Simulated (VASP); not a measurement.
# InP (F-43m) in VASP: notebook

Aim: see how the results for InP move with the level of theory and the settings. Levels: revPBE, BLYP+D3(BJ), PBE+D4. Tasks: single point.

Program: VASP 6.6.1. These are calculated values, not measurements. Logs are shortened: lines on timing, memory, paths and dates and some standing lists are left out, and cuts for length are marked.

**Measured values to compare with.**

From a printed reference work, data compilation, for a bulk crystal of InP at 1.6 K: band gap 1.4236 eV (direct).

The results are compared with them further down.

## 1. The cell of the first run

It takes space group F-43m (No. 216, cubic). The conventional cell has a = 5.822 Å, b = 5.822 Å, c = 5.822 Å, α = 90.00°, β = 90.00°, γ = 90.00°. In (site symmetry -43m) has 4 P at 2.52 Å within 3.3 Å. P (site symmetry -43m) has 4 In at 2.52 Å within 3.3 Å.

## 2. Single point, revPBE

INCAR reads:

```
SYSTEM = InP
PREC = Accurate ; ENCUT = 520
EDIFF = 1E-7 ; ISMEAR = -1
SIGMA = 0.05 ; LREAL = .FALSE.
LASPH = .TRUE. ; NELM = 60
ALGO = Normal ; ISIF = 2
LWAVE = .FALSE. ; LCHARG = .FALSE.
GGA = RE ; NBANDS = 16
```

KPOINTS reads:

```
regular mesh
0
G
  8 8 8
  0 0 0
```

POSCAR reads:

```
InP
1.0
    0.0000000000      2.9108316221      2.9108316221
    2.9108316221      0.0000000000      2.9108316221
    2.9108316221      2.9108316221      0.0000000000
In P
1 1
Direct
    0.0000000000      0.0000000000      0.0000000000
    0.7500000000      0.7500000000      0.7500000000
```

Potentials or basis: VASP PAW PBE potentials, release 64 (In_d, P).

Started as:

```sh
$ cat potpaw_PBE.64/In_d/POTCAR potpaw_PBE.64/P/POTCAR > POTCAR
$ mpirun -np 1 vasp_std > vasp.out
```

OUTCAR:

```text
SYSTEM = InP
   PREC = Accurate
   ENCUT = 520
   EDIFF = 1E-7
   ISMEAR = -1
   LREAL = .FALSE.
   LASPH = .TRUE.
   NELM = 60
   ISIF = 2
   GGA = RE

 ion  position               nearest neighbor table
   1  0.000  0.000  0.000-   2 2.52   2 2.52   2 2.52   2 2.52
   2  0.750  0.750  0.750-   1 2.52   1 2.52   1 2.52   1 2.52

  LATTYP: Found a face centered cubic cell.
 ALAT       =     5.8216632442

  Lattice vectors:

 A1 = (   0.0000000000,   2.9108316221,   2.9108316221)
 A2 = (   2.9108316221,   0.0000000000,   2.9108316221)
 A3 = (   2.9108316221,   2.9108316221,   0.0000000000)

Analysis of symmetry for initial positions (statically):
=====================================================================
 Subroutine PRICEL returns:
 Original cell was already a primitive cell.

 Routine SETGRP: Setting up the symmetry group for a
 face centered cubic supercell.

 Subroutine GETGRP returns: Found 24 space group operations
 (whereof 24 operations were pure point group operations)
 out of a pool of 48 trial point group operations.

The static configuration has the point symmetry T_d .

Analysis of symmetry for dynamics (positions and initial velocities):
=====================================================================
 Subroutine PRICEL returns:
 Original cell was already a primitive cell.

 Routine SETGRP: Setting up the symmetry group for a
 face centered cubic supercell.

 Subroutine GETGRP returns: Found 24 space group operations
 (whereof 24 operations were pure point group operations)
 out of a pool of 48 trial point group operations.

The dynamic configuration has the point symmetry T_d .

 Subroutine INISYM returns: Found 24 space group operations
 (whereof 24 operations are pure point group operations),
 and found     1 'primitive' translations

----------------------------------------------------------------------------------------

                                     Primitive cell

  volume of cell :      49.3266

  direct lattice vectors                    reciprocal lattice vectors
     0.000000000  2.910831622  2.910831622    -0.171772217  0.171772217  0.171772217
     2.910831622  0.000000000  2.910831622     0.171772217 -0.171772217  0.171772217
     2.910831622  2.910831622  0.000000000     0.171772217  0.171772217 -0.171772217

  length of vectors
     4.116537558  4.116537558  4.116537558     0.297518207  0.297518207  0.297518207

  position of ions in fractional coordinates (direct lattice)
     0.000000000  0.000000000  0.000000000
     0.750000000  0.750000000  0.750000000

  ion indices of the primitive-cell ions
   primitive index   ion index
                 1           1
                 2           2

----------------------------------------------------------------------------------------

 KPOINTS: regular mesh

Automatic generation of k-mesh.
 Grid dimensions read from file:
 generate k-points for:    8    8    8

 Generating k-lattice:

  Cartesian coordinates                     Fractional coordinates (reciprocal lattice)
    -0.021471527  0.021471527  0.021471527     0.125000000  0.000000000  0.000000000
     0.021471527 -0.021471527  0.021471527     0.000000000  0.125000000  0.000000000
     0.021471527  0.021471527 -0.021471527     0.000000000  0.000000000  0.125000000

  Length of vectors
     0.037189776  0.037189776  0.037189776

  Shift w.r.t. Gamma in fractional coordinates (k-lattice)
     0.000000000  0.000000000  0.000000000

 Subroutine IBZKPT returns following result:
 ===========================================

 Found     29 irreducible k-points:

 Following reciprocal coordinates:
            Coordinates               Weight
  0.000000  0.000000  0.000000      1.000000
  0.125000  0.000000  0.000000      8.000000
  0.250000  0.000000  0.000000      8.000000
  0.375000  0.000000  0.000000      8.000000
  0.500000  0.000000  0.000000      4.000000
  0.125000  0.125000  0.000000      6.000000
[... 16 lines left out ...]
  0.500000  0.250000  0.125000     48.000000
 -0.375000  0.250000  0.125000     24.000000
 [... further k-points ...]
   k-points           NKPTS =     29   k-points in BZ     NKDIM =     29   number of bands    NBANDS=     16
   number of dos      NEDOS =    301   number of ions     NIONS =      2
   total plane-waves  NPLWV =  32768
   dimension x,y,z NGX =    32 NGY =   32 NGZ =   32
   dimension x,y,z NGXF=    64 NGYF=   64 NGZF=   64
   ions per type =               1   1
   NGX,Y,Z   is equivalent  to a cutoff of  12.92, 12.92, 12.92 a.u.
   NGXF,Y,Z  is equivalent  to a cutoff of  25.85, 25.85, 25.85 a.u.
 SYSTEM =  InP
   PREC   = accura    normal or accurate (medium, high low for compatibility)
   ISTART =      0    job   : 0-new  1-cont  2-samecut
   ICHARG =      2    charge: 1-file 2-atom 10-const
   ISPIN  =      1    spin polarized calculation?
   LNONCOLLINEAR =      F non collinear calculations
   LSORBIT =      F    spin-orbit coupling
   LASPH  =      T    aspherical Exc in radial PAW
   ENCUT  =  520.0 eV  38.22 Ry    6.18 a.u.   7.65  7.65  7.65*2*pi/ulx,y,z
   NELM   =     60;   NELMIN=  2; NELMDL= -5     # of ELM steps
   EDIFF  = 0.1E-06   stopping-criterion for ELM
   LREAL  =      F    real-space projection
   EDIFFG = 0.1E-05   stopping-criterion for IOM
   NSW    =      0    number of steps for IOM
   IBRION =     -1    ionic relax: 0-MD 1-quasi-New 2-CG
   NFREE  =      0    steps in history (QN), initial steepest desc. (CG)
   ISIF   =      2    stress and relaxation
   ISYM   =      2    0-nonsym 1-usesym 2-fastsym
   POTIM  = 0.5000    time-step for ionic-motion
   TEBEG  =    0.0;   TEEND  =   0.0 temperature during run
   PSTRESS=    0.0 pullay stress
   NELECT =      18.0000    total number of electrons
   NUPDOWN=      -1.0000    fix difference up-down
   EMIN   =  10.00;   EMAX   =-10.00  energy-range for DOS
   EFERMI =   0.00;   METHOD = LEGACY
   ISMEAR =    -1;   SIGMA  =   0.05  broadening in eV -4-tet -1-fermi 0-gaus
   EFERMI_NEDOS =   21; number of points for ismear=-14 and -15
   IALGO  =     38    algorithm
   IMIX   =      4    mixing-type and parameters
     AMIX     =   0.40;   BMIX     =  1.00
     AMIX_MAG =   1.60;   BMIX_MAG =  1.00
  volume/ion in A,a.u.               =      24.66       166.44
  Fermi-wavevector in a.u.,A,eV,Ry     =   1.169873  2.210739 18.620961  1.368602
  Thomas-Fermi vector in A             =   2.306339
   LORBIT       =      0    0 simple, 1 ext, 2 COOP (PROOUT), +10 PAW based schemes
   GGA     = RE    functional components
   LHFCALC =     F    Hartree Fock is set to
   AEXX    =    0.0000 exact exchange contribution
   IVDW    =     0    specifies the selected vdW correction
   LEPSILON=     F    determine dielectric tensor
   LRPA    =     F    only Hartree local field effects (RPA)
 non-spin polarized calculation
  energy-cutoff  :      520.00
  volume of cell :       49.33
 maximum number of plane-waves:      1363
   NGX = 15   NGY = 15   NGZ = 15

 number of electron      17.9999997 magnetization

 Free energy of the ion-electron system (eV)
  ---------------------------------------------------
  ext. energy  EPLUGINS =         0.00000000
  ---------------------------------------------------
  free energy    TOTEN  =        -7.75702492 eV

  energy without entropy =       -7.75702414  energy(sigma->0) =       -7.75702453

 E-fermi :   5.9761     XC(G=0):  -9.2513

 val. band max:        5.4855520382   @ k =   0.0000   0.0000   0.0000
 cond. band min:       6.4047824191   @ k =   0.0000   0.0000   0.0000
 fundamental gap:      0.9192303809
 Fermi energy:         5.9760884948

 k-point     1 :       0.0000    0.0000    0.0000
  band No.  band energies     occupation
      1      -8.7543      2.00000
      2      -8.7543      2.00000
      3      -8.7543      2.00000
      4      -8.5931      2.00000
      5      -8.5931      2.00000
      6      -6.1491      2.00000
[... 8 lines left out ...]
     15      14.9432      0.00000
     16      14.9432      0.00000

 k-point     2 :       0.1250    0.0000    0.0000
  band No.  band energies     occupation
      1      -8.7748      2.00000
      2      -8.7463      2.00000
      3      -8.7463      2.00000
      4      -8.5930      2.00000
      5      -8.5930      2.00000
      6      -5.9652      2.00000
[... 8 lines left out ...]
     15      14.3214      0.00000
     16      15.0822      0.00000

 k-point     3 :       0.2500    0.0000    0.0000
  band No.  band energies     occupation
      1      -8.8215      2.00000
      2      -8.7294      2.00000
      3      -8.7294      2.00000
      4      -8.5902      2.00000
      5      -8.5902      2.00000
      6      -5.4514      2.00000
[... 8 lines left out ...]
     15      14.1059      0.00000
     16      14.8037      0.00000

 k-point     4 :       0.3750    0.0000    0.0000
  band No.  band energies     occupation
      1      -8.8648      2.00000
      2      -8.7167      2.00000
      3      -8.7167      2.00000
      4      -8.5829      2.00000
      5      -8.5829      2.00000
      6      -4.7616      2.00000
[... 8 lines left out ...]
     15      15.0511      0.00000
     16      15.0511      0.00000

 k-point     5 :       0.5000    0.0000    0.0000
  band No.  band energies     occupation
      1      -8.8821      2.00000
      2      -8.7129      2.00000
      3      -8.7129      2.00000
      4      -8.5784      2.00000
      5      -8.5784      2.00000
      6      -4.3653      2.00000
[... 8 lines left out ...]
     15      16.1666      0.00000
     16      16.1666      0.00000

 k-point     6 :       0.1250    0.1250    0.0000
  band No.  band energies     occupation
      1      -8.7896      2.00000
      2      -8.7385      2.00000
      3      -8.7385      2.00000
      4      -8.5996      2.00000
      5      -8.5876      2.00000
      6      -5.9046      2.00000
[... 8 lines left out ...]
     15      15.0812      0.00000
     16      15.5140      0.00000

 k-point     7 :       0.2500    0.1250    0.0000
  band No.  band energies     occupation
      1      -8.8274      2.00000
      2      -8.7240      2.00000
      3      -8.7206      2.00000
      4      -8.6041      2.00000
      5      -8.5821      2.00000
      6      -5.5009      2.00000
[... 8 lines left out ...]
     15      14.9739      0.00000
     16      16.0829      0.00000

 k-point     8 :       0.3750    0.1250    0.0000
  band No.  band energies     occupation
      1      -8.8652      2.00000
      2      -8.7130      2.00000
      3      -8.7061      2.00000
      4      -8.6003      2.00000
      5      -8.5766      2.00000
      6      -4.8550      2.00000
[... 8 lines left out ...]
     15      15.5935      0.00000
     16      15.6623      0.00000

 k-point     9 :       0.5000    0.1250    0.0000
  band No.  band energies     occupation
      1      -8.8859      2.00000
      2      -8.7085      2.00000
      3      -8.7014      2.00000
      4      -8.5897      2.00000
      5      -8.5764      2.00000
      6      -4.2976      2.00000
[... 8 lines left out ...]
     15      16.1934      0.00000
     16      16.2957      0.00000
[... 172 lines left out ...]
 k-point    19 :       0.5000    0.3750    0.0000
  band No.  band energies     occupation
      1      -8.9372      2.00000
      2      -8.6592      2.00000
      3      -8.6510      2.00000
      4      -8.6364      2.00000
      5      -8.5608      2.00000
      6      -3.8340      2.00000
[... 8 lines left out ...]
     15      16.3923      0.00000
     16      17.6039      0.00000

 k-point    20 :      -0.3750    0.3750    0.0000
  band No.  band energies     occupation
      1      -8.9225      2.00000
      2      -8.6761      2.00000
      3      -8.6581      2.00000
      4      -8.6215      2.00000
      5      -8.5713      2.00000
      6      -3.7003      2.00000
[... 8 lines left out ...]
     15      15.4271      0.00000
     16      18.5437      0.00000

 k-point    21 :       0.5000    0.5000    0.0000
  band No.  band energies     occupation
      1      -8.9515      2.00000
      2      -8.6482      2.00000
      3      -8.6425      2.00000
      4      -8.6425      2.00000
      5      -8.5554      2.00000
      6      -3.6908      2.00000
[... 8 lines left out ...]
     15      16.2208      0.00000
     16      17.3823      0.00000

 k-point    22 :       0.3750    0.2500    0.1250
  band No.  band energies     occupation
      1      -8.8619      2.00000
      2      -8.7087      2.00000
      3      -8.7019      2.00000
      4      -8.6094      2.00000
      5      -8.5768      2.00000
      6      -5.0252      2.00000
[... 8 lines left out ...]
     15      15.7363      0.00000
     16      17.3501      0.00000

 k-point    23 :       0.5000    0.2500    0.1250
  band No.  band energies     occupation
      1      -8.8874      2.00000
      2      -8.7029      2.00000
      3      -8.6865      2.00000
      4      -8.6052      2.00000
      5      -8.5764      2.00000
      6      -4.3928      2.00000
[... 8 lines left out ...]
     15      16.4935      0.00000
     16      16.9718      0.00000

 k-point    24 :      -0.3750    0.2500    0.1250
  band No.  band energies     occupation
      1      -8.8966      2.00000
      2      -8.7022      2.00000
      3      -8.6811      2.00000
      4      -8.5987      2.00000
      5      -8.5790      2.00000
      6      -4.0378      2.00000
[... 8 lines left out ...]
     15      16.3098      0.00000
     16      16.9156      0.00000

 [... further k-points ...]

------------------------ aborting loop because EDIFF is reached ----------------------------------------

  FORCE on cell =-STRESS in cart. coord.  units (eV):
  Direction    XX          YY          ZZ          XY          YZ          ZX
  --------------------------------------------------------------------------------------
  -------------------------------------------------------------------------------------
  Total        1.9137195      1.9137195      1.9137195      0.0000000     -0.0000000      0.0000000
  in kB       62.1595149     62.1595149     62.1595149      0.0000000     -0.0000000      0.0000000
  external PRESSURE =      62.1595149 kB  Pullay stress =       0.0000000 kB

 VOLUME and BASIS-vectors are now :
 -----------------------------------------------------------------------------
  energy-cutoff  :      520.00
  volume of cell :       49.33
      direct lattice vectors                 reciprocal lattice vectors
     0.000000000  2.910831622  2.910831622    -0.171772217  0.171772217  0.171772217
     2.910831622  0.000000000  2.910831622     0.171772217 -0.171772217  0.171772217
     2.910831622  2.910831622  0.000000000     0.171772217  0.171772217 -0.171772217

 POSITION                                       TOTAL-FORCE (eV/Angst)
 -----------------------------------------------------------------------------------
      0.00000      0.00000      0.00000         0.000000      0.000000     -0.000000
      4.36625      4.36625      4.36625        -0.000000     -0.000000      0.000000
 -----------------------------------------------------------------------------------
    total drift:                                0.000000      0.000000     -0.000000

  FREE ENERGIE OF THE ION-ELECTRON SYSTEM (eV)
  ---------------------------------------------------
  free  energy   TOTEN  =        -7.7570249163 eV

  energy  without entropy=       -7.7570241448  energy(sigma->0) =       -7.75702453
```

Run time: 13 s. Hardware: 1 thread of AMD EPYC 9R45 (Zen 5), shared host; peak memory 0.15 GiB.

Results:

```
Free energy            : -7.7570 eV
Pressure               : 6.2 GPa
Band gap on the k mesh : 0.92 eV, direct
```

Levels at points of the mesh, in eV from the valence-band top:
| k point | band 6 | band 7 | band 8 | band 9 | band 10 | band 11 | band 12 | band 13 |
| --- | --- | --- | --- | --- | --- | --- | --- | --- |
| (0.00, 0.00, 0.00) | -11.63 | 0.00 | 0.00 | 0.00 | 0.92 | 4.12 | 4.12 | 4.12 |
| (0.50, 0.00, 0.00) | -9.85 | -5.80 | -1.00 | -1.00 | 1.62 | 4.84 | 4.84 | 7.26 |
| (0.50, 0.50, 0.00) | -9.18 | -5.80 | -2.38 | -2.38 | 1.81 | 2.33 | 9.45 | 9.78 |

Caveat: the PAW data sets were made with another functional, which shifts forces and pressure a little; spin-orbit coupling is left out, which moves the levels of the heavy elements.

## 3. Single point, BLYP+D3(BJ)

This run uses another cell than the first one, of 24.16 Å³/atom, 0.980 times its volume.

INCAR reads:

```
SYSTEM = InP
PREC = Accurate ; ENCUT = 520
EDIFF = 1E-6 ; ISMEAR = -1
SIGMA = 0.05 ; LREAL = .FALSE.
LASPH = .TRUE. ; NELM = 60
ALGO = Normal ; ISIF = 2
LWAVE = .FALSE. ; LCHARG = .TRUE.
GGA = B5 ; ALDAX = 1.0
AGGAX = 1.0 ; AGGAC = 1.0
ALDAC = 0.0 ; IVDW = 12
VDW_S6 = 1.0 ; VDW_S8 = 2.6996
VDW_A1 = 0.4298 ; VDW_A2 = 4.2359
LELF = .TRUE. ; LVHAR = .TRUE.
NBANDS = 16
```

KPOINTS is that of step 2.

POSCAR reads:

```
InP
1.0
    0.0000000000      2.8908937935      2.8908937935
    2.8908937935      0.0000000000      2.8908937935
    2.8908937935      2.8908937935      0.0000000000
In P
1 1
Direct
    0.0000000000      0.0000000000      0.0000000000
    0.7500000000      0.7500000000      0.7500000000
```

Potentials or basis: VASP PAW PBE potentials, release 64 (In_d, P).

Started as:

```sh
$ cat potpaw_PBE.64/In_d/POTCAR potpaw_PBE.64/P/POTCAR > POTCAR
$ mpirun -np 1 vasp_std > vasp.out
```

Wall time 22 s (1 thread of AMD EPYC 9R45 (Zen 5), shared host); peak memory 0.16 GiB.

Results (log left out):

* Free energy: -8.4466 eV
* Pressure: 4.7 GPa
* Band gap on the k mesh: 0.86 eV, direct
* Dispersion energy per atom: -0.749 eV

Levels at points of the mesh, in eV from the valence-band top:
```csv
k point,band 5,band 6,band 7,band 8,band 9,band 10,band 11,band 12,band 13,band 14
"(0.00, 0.00, 0.00)",-14.14,-11.80,0.00,0.00,0.00,0.86,4.12,4.12,4.12,8.97
"(0.50, 0.00, 0.00)",-14.13,-9.96,-5.93,-1.03,-1.03,1.60,4.88,4.88,7.33,9.78
"(0.50, 0.50, 0.00)",-14.10,-9.26,-5.94,-2.44,-2.44,1.83,2.35,9.48,9.82,9.82
```

Caveat: the PAW data sets were made with another functional, which shifts forces and pressure a little; spin-orbit coupling is left out, which moves the levels of the heavy elements. BLYP gaps usually lie below the measured ones, often by a third to a half.

(Continued in part 2 of 3.)
